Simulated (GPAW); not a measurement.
# Pd (P6_3/mmc) in GPAW: reference runs

Reference runs on Pd: the cell as given.

All numbers are computed with GPAW 26.7.0; they aren't measurements. Logs are shortened: lines on timing, memory, paths and dates and some standing lists are left out, and cuts for length are marked. The log counts tension as positive stress, the text compression.

### 1 The structure

Symmetry: P6_3/mmc, No. 194, hexagonal system. Conventional cell: a = 2.763 Å, b = 2.763 Å, c = 9.118 Å, α = 90.00°, β = 90.00°, γ = 120.00°. Around Pd (site symmetry -6m2) lie 12 Pd at 2.76 to 2.78 Å. Pd (site symmetry -3m) is surrounded by 12 Pd at 2.76 to 2.78 Å.

This isn't the form of Pd at room conditions, which is fcc.

### 2 Single point, PBEsol

The input, run.py:

```python
from ase import Atoms
from ase.dft.bandgap import bandgap
from ase.io import write
from ase.units import GPa
from gpaw import GPAW, PW, setup_paths

setup_paths.insert(0, '.')

atoms = Atoms(['Pd', 'Pd', 'Pd', 'Pd'],
              cell=[[2.7625616691, 0.0, 0.0],
                    [-1.3812808346, 2.392448585, 0.0],
                    [0.0, 0.0, 9.11839409]],
              scaled_positions=[[0.6666666667, 0.3333333333, 0.75],
                                [0.0, 0.0, 0.5],
                                [0.3333333333, 0.6666666667, 0.25],
                                [0.0, 0.0, 0.0]],
              pbc=True)

calc = GPAW(mode=PW(600),
            xc='PBEsol',
            kpts={'size': (11, 11, 3), 'gamma': True},
            occupations={'name': 'fermi-dirac', 'width': 0.05},
            nbands=54,
            convergence={'density': 1e-05, 'energy': 1e-05},
            maxiter=150,
            txt='gpaw.txt')
atoms.calc = calc
energy = atoms.get_potential_energy()
forces = atoms.get_forces()
stress = atoms.get_stress()
calc.write('gs.gpw')
write('result.traj', atoms)
print(f'Energy: {energy:.6f} eV')
print('Forces (eV/A):')
print(forces.round(4))
print('Stress (GPa):', (stress / GPa).round(3))
print('Fermi level:', round(calc.get_fermi_level(), 4), 'eV')
print(f'Gap: {bandgap(calc)[0]:.4f} eV, direct: {bandgap(calc, direct=True)[0]:.4f} eV')
```

Potentials or basis: PAW data sets generated in the run's folder for this functional, pw.

Run with:

```sh
$ gpaw-setup -f PBEsol Pd
$ OMP_NUM_THREADS=1 python run.py
```

gpaw.txt:

```text
__  _  _
 | _ |_)|_||  |
 |__||  | ||/\| - 26.7.0

Input parameters:
  mode=PW(ecut=600.0),
  convergence={'density': 1e-05, 'energy': 1e-05},
  kpts=MonkhorstPack(size=(11, 11, 3), gamma=True),
  maxiter=150,
  nbands=54,
  occupations=Occupations(name='fermi-dirac', width=0.05),
  xc=XC(name='PBEsol')

Diagonalizing LCAO Hamiltonian
Converting LCAO to pw mode

           Pd

       Pd

        Pd

       Pd

Atoms  # Å, Bohr magnetons
|   | symbol |         x |        y |        z |    initial magnetic moments |
|---|--------|-----------|----------|----------|-----------------------------|
| 0 |     Pd |  1.381281 | 0.797483 | 6.838796 | ( 0.0000,  0.0000,  0.0000) |
| 1 |     Pd |  0.000000 | 0.000000 | 4.559197 | ( 0.0000,  0.0000,  0.0000) |
| 2 |     Pd | -0.000000 | 1.594966 | 2.279599 | ( 0.0000,  0.0000,  0.0000) |
| 3 |     Pd |  0.000000 | 0.000000 | 0.000000 | ( 0.0000,  0.0000,  0.0000) |

Unit cell  # Å
| periodic |         x |        y |        z |  lengths |     angles |
|----------|-----------|----------|----------|----------|------------|
|      yes |  2.762562 | 0.000000 | 0.000000 | 2.762562 |  90.000000 |
|      yes | -1.381281 | 2.392449 | 0.000000 | 2.762562 |  90.000000 |
|      yes |  0.000000 | 0.000000 | 9.118394 | 9.118394 | 120.000000 |

Number of symmetries: 12
Symmetry operations  # r_c * U_cc + t_c -> r_c
|    | kind |            matrix            |
|----|------|------------------------------|
|  0 |  σ   |  1, 1, 0,  0,-1, 0,  0, 0, 1 |
|  1 |  S6  |  1, 1, 0, -1, 0, 0,  0, 0,-1 |
|  2 |  E   |  1, 0, 0,  0, 1, 0,  0, 0, 1 |
|  3 |  C2  |  1, 0, 0, -1,-1, 0,  0, 0,-1 |
|  4 |  C2  |  0, 1, 0,  1, 0, 0,  0, 0,-1 |
|  5 |  C3  |  0, 1, 0, -1,-1, 0,  0, 0, 1 |
|  6 |  S6  |  0,-1, 0,  1, 1, 0,  0, 0,-1 |
|  7 |  σ   |  0,-1, 0, -1, 0, 0,  0, 0, 1 |
|  8 |  σ   | -1, 0, 0,  1, 1, 0,  0, 0, 1 |
|  9 |  i   | -1, 0, 0,  0,-1, 0,  0, 0,-1 |
| 10 |  C3  | -1,-1, 0,  1, 0, 0,  0, 0, 1 |
| 11 |  C2  | -1,-1, 0,  0, 1, 0,  0, 0,-1 |

BZ-sampling:
  Number of BZ points: 363
  Number of IBZ points: 42

  Monkhorst-Pack size: [11, 11, 3]
  Monkhorst-Pack shift: [0, 0, 0]

K-points  # in reciprocal-cell coordinates
|     |                                coordinates |     weight |
|-----|--------------------------------------------|------------|
|   0 | (  0.00000000,   0.00000000,   0.00000000) | 0.00275482 |
|   1 | (  0.00000000,   0.00000000,   0.33333333) | 0.00550964 |
|   2 | (  0.09090909,   0.00000000,  -0.33333333) | 0.01652893 |
|   3 | (  0.09090909,   0.00000000,   0.00000000) | 0.01652893 |
|   4 | (  0.09090909,   0.00000000,   0.33333333) | 0.01652893 |
|   5 | (  0.18181818,  -0.09090909,   0.00000000) | 0.01652893 |
|   6 | (  0.18181818,  -0.09090909,   0.33333333) | 0.03305785 |
|   7 | (  0.18181818,   0.00000000,  -0.33333333) | 0.01652893 |
|   8 | (  0.18181818,   0.00000000,   0.00000000) | 0.01652893 |
|   9 | (  0.18181818,   0.00000000,   0.33333333) | 0.01652893 |
| ... |                                            |            |
|  41 | (  0.45454545,   0.45454545,   0.33333333) | 0.03305785 |

Plane wave coefficients: 2044
Cutoff: 600.0 eV

Spin-components: 1 (collinear spins)
Bands:           54
Projectors:      24
Spin-degeneracy: 2
Datatype:        complex128

Parallelization:
  kpt:    1
  domain: 1
  band:   1

Density:
  Valence electrons: 64.0
  Components: 1
  Grid points: [16 16 54]
  Charge: 0.0  # |e|

Potential:
  Grid points: [16 16 54]

species:
  Pd:
    name:    Palladium
    Z:       46.0
    valence: 16
    core:    30
    charge:  0.0  # [|e|]
    compensation charges:
      type: gauss
      rc: 0.38  # [Å]
      lmax: 2
    cutoffs:
      filter: 2.38  # [Å]
      core: 2.28  # [Å]
    projectors
    | kind |    occ | energy [eV] | rcut [Å] |
    |------|--------|-------------|----------|
    |   5s |  0.000 |      -3.290 |    1.228 |
    |   4p |  6.000 |     -51.151 |    1.360 |
    |   5p |  0.000 |      -0.235 |    1.360 |
    |   4d | 10.000 |      -4.049 |    1.228 |
    |    s |        |      23.922 |    1.228 |
    |    d |        |      23.162 |    1.228 |

    Using partial waves for Pd as LCAO basis

Reference energy: -548642.400742  # eV

eigensolver:
  PPCG
  Converge bands: occupied
  niter=2

density mixing:
  MSR1-Mixer
  Pratt-step length: 0.05
  Maximum mixing coefficient: 0.75
  Old densities: 10
  SVD Regularization: 0.005
  Good broyden scale: 1.0
  Trust region scale: 1.0
  Backstep threshold: 4.0
  History deletion threshold: 6.0
  Fourier metric: weight=20.0, sigma=0.015

occupation numbers:
  Fermi-Dirac:
    width: 0.0500  # eV

poisson solver:
  ecut: 4800.0  # eV

xc functional:
  name: PBEsol with 2 nearest neighbor stencil

convergence criteria:
- Maximum integral of absolute [dens]ity change: 1e-05 electrons / valence electron
- Maximum [total energy] change in last 3 cyles: 1e-05 eV / valence electron
- Maximum integral of absolute [eigenst]ate change: 4e-08 eV^2 / valence electron
maximum number of iterations: 150

SCF iterations
|iter     | |      energy | eigst |  dens |
|---------|-|-------------|-------|-------|
|iter:   1| |  -22.480482 | +0.44 |       |
|iter:   2| |  -21.753485 | -1.34 | -0.99 |
|iter:   3| |  -23.597329 | -0.26 | -1.00 |
|iter:   4| |  -19.297744 | -1.07 | -0.98 |
|iter:   5| |  -18.345024 | -1.89 | -1.52 |
|iter:   6| |  -18.291031 | -3.24 | -1.80 |
|iter:   7| |  -18.266554 | -3.72 | -2.02 |
|iter:   8| |  -18.263970 | -3.37 | -2.17 |
|iter:   9| |  -18.245996 | -3.88 | -2.24 |
|iter:  10| |  -18.245267 | -4.85 | -2.86 |
|iter:  11| |  -18.245257 | -5.78 | -3.58 |
|iter:  12| |  -18.245275c| -5.99 | -4.00 |
|iter:  13| |  -18.245276c| -6.73 | -4.28 |
|iter:  14| |  -18.245277c| -7.24 | -4.66 |
|iter:  15| |  -18.245277c| -7.56c| -5.29c|

Converged in 15 steps
Energy contributions relative to reference atoms: (reference = -548642.400742)

Energy contributions:
  Kinetic:         -24.625142
  Coulomb:           4.549865
  Zero:             -0.610361
  External:          0.000000
  Xc:                2.483830
  Entropy:          -0.086939
  Spinorbit:         0.000000
  ----------------------------
  Free energy:     -18.288747
  Extrapolated:    -18.245277

dipole moment: (-8.228862, -14.252808, -27.161035)  # |e|*Ang

Fermi level: 9.026
Eigenvalues  # (at kpt = [0.000, 0.000, 0.000])
| band index |      eig [eV] | occ [0-2] |
|------------|---------------|-----------|
|          0 |       -40.922 |     2.000 |
|        ... |               |           |
|         27 |         7.542 |     2.000 |
|         28 |         7.542 |     2.000 |
|         29 |         7.989 |     2.000 |
|         30 |         7.989 |     2.000 |
|         31 |         8.329 |     2.000 |
|         32 |         8.329 |     2.000 |
|         33 |         8.889 |     1.878 |
|         34 |         8.889 |     1.877 |
|         35 |         9.858 |     0.000 |
|         36 |        15.946 |     0.000 |
|         37 |        23.077 |     0.000 |
|         38 |        23.248 |     0.000 |
|         39 |        26.126 |     0.000 |
|         40 |        26.248 |     0.000 |
|         41 |        27.238 |     0.000 |
|         42 |        28.214 |     0.000 |
|        ... |               |           |
|         53 |        34.645 |     0.000 |

No gap
No difference between direct/indirect transitions

Forces  # eV/Ang
|        x |        y |        z |
|----------|----------|----------|
|  0.00000 | -0.00000 | -0.00018 |  # Pd   0
| -0.00000 |  0.00000 |  0.00000 |  # Pd   1
| -0.00000 |  0.00000 |  0.00018 |  # Pd   2
|  0.00000 |  0.00000 |  0.00000 |  # Pd   3

Stress tensor  # eV/Ang^3
|        x |        y |        z |
|----------|----------|----------|
| 0.034154 | 0.000000 | 0.000000 |
| 0.000000 | 0.034154 | 0.000000 |
| 0.000000 | 0.000000 | 0.036296 |

# Writing to gs.gpw (mode='')
```

It took 88 s on 1 thread of Intel Xeon Platinum 8488C (Sapphire Rapids), shared host; peak memory 0.25 GiB.

Results:

```yaml
Free_energy: -18.2887 eV
Pressure: -5.6 GPa
Band_gap_on_the_k_mesh: none (metal or under the smearing width)
```

Stress tensor (GPa, compression positive):
```
-5.47  0.00  0.00
 0.00 -5.47  0.00
 0.00  0.00 -5.82
```
